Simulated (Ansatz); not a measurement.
## O interstitial in C

These are results of DFT PBE+D3(BJ), scalar-relativistic, plane waves, PAW (Ansatz 0.2.0), not measurements. Run with 420 eV cutoff, 3×3×2 k-mesh, shifted by half a step, Gaussian smearing of 0.01 eV, no spin polarisation.

Host crystal, relaxed:

```xyz
2
Lattice="2.1347 -1.2325 -0.0108 2.1347 1.2325 -0.0108 -1.4016 0.0000 3.3811" Properties=species:S:1:pos:R:3 pbc="T T T"
C     3.5578    0.0000   -0.0176
C    -0.6901    0.0000    3.3771
```

Supercell of 18 atoms, rows in host cell vectors: -2 1 -1; 1 -2 -1; -1 -1 1. Atoms relax at the host's cell, keeping the symmetry that the supercell leaves at the site. The cell is small, so energies carry finite-size errors of tenths of an eV. The host is a metal. Atoms are taken from and returned to the elements' standard states.

Defect: O interstitial set at (0.250, 0.417, 0.562) of the host cell. In charge 0 some atom moved by up to 0.8 Å, so the relaxed defect can differ in kind from the start. Before relaxation its nearest neighbours are 1 C at 1.90 Å, 1 C at 1.91 Å, 1 C at 1.97 Å, 1 C at 2.00 Å, 1 C at 2.12 Å, 1 C at 2.15 Å, 1 C at 2.21 Å.

```json
{"charge": "0", "E_f at the valence band top (eV)": "1.80", "moment (μB)": "0.00", "largest move (Å)": "0.83", "atoms near the site": "1 C at 1.42 Å, 1 C at 1.43 Å"}
```

Cost: 2 runs of about 2.4 core-minutes in all, on Arm Neoverse V2 (shared hosts).